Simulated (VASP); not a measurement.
VASP inputs for ZnS (rocksalt)

INCAR

```
NBANDS = 16
LASPH = .TRUE.
ISIF = 3
ENCUT = 600
EDIFF = 1E-7
LREAL = .FALSE.
NELM = 120
GGA = CA
NSW = 40
IBRION = 2
PREC = Accurate
LWAVE = .FALSE.
ISMEAR = -1
LCHARG = .FALSE.
EDIFFG = -5E-3
SIGMA = 0.02
```

KPOINTS

```
KPOINTS created by Atomic Simulation Environment
0
Gamma
8 8 8
0 0 0
```

POSCAR

```
Zn S
 1.0000000000000000
    -0.0000000000000000    2.5518826694687036    2.5518826694687036
     2.5518826694687036   -0.0000000000000000    2.5518826694687036
     2.5518826694687036    2.5518826694687036   -0.0000000000000000
 Zn  S
   1   1
Cartesian
 -0.0000000000000000 -0.0000000000000000 -0.0000000000000000
  2.5518826694687031  2.5518826694687031  2.5518826694687031
```

VASP ran with the recommended LDA PAW datasets (18 valence electrons in the cell).

Question: Predict the results.

Answer: relaxed cell vector lengths 3.516, 3.516, 3.516 Å; relaxed cell volume 30.73 Å³.
